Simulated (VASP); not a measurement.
The system is ZnS.

```
Zn S
1.0
     0.00000    2.70200    2.70200
     2.70200    0.00000    2.70200
     2.70200    2.70200    0.00000
Zn S
1 1
Direct
  0.75000 0.75000 0.75000
  0.00000 0.00000 0.00000
```

| Quantity | Value |
| --- | --- |
| Program | VASP 6.6.1 |
| Task | relaxation of cell and atoms |
| Functional | PBEsol0 |
| Potentials or basis | VASP PAW PBE potentials, release 64 (Zn, S) |
| Cutoff | 600 eV |
| k mesh | 5 × 5 × 5 |
| Occupations | fermi-dirac, width 0.05 eV |
| Spin | no spin polarisation |

At the start: pressure -1.9 GPa; volume 19.73 Å³/atom.

Task: Where does the relaxation end?

Result: Over 3 steps the energy falls by 2.5 meV/atom and the volume is 19.29 Å³/atom (-2.2 %); space group F-43m (No. 216, to 0.05 Å).

The path:
| step | energy change (eV) | largest force (eV/Å) | pressure (GPa) | volume (Å³) |
| --- | --- | --- | --- | --- |
| 1 | 0.0000 | 0.0000 | -1.87 | 39.45 |
| 2 | -0.0039 | 0.0000 | 0.95 | 38.16 |
| 3 | -0.0050 | 0.0000 | -0.06 | 38.58 |

Final structure:
```yaml
crystal:
  lattice:
    - [0.00000, 2.68193, 2.68193]
    - [2.68193, 0.00000, 2.68193]
    - [2.68193, 2.68193, 0.00000]
  atoms:
    - { symbol: Zn, position: [0.75000, 0.75000, 0.75000] }
    - { symbol: S, position: [0.00000, 0.00000, 0.00000] }
```

Caveat: the PAW data sets were made with another functional, which shifts forces and pressure a little.
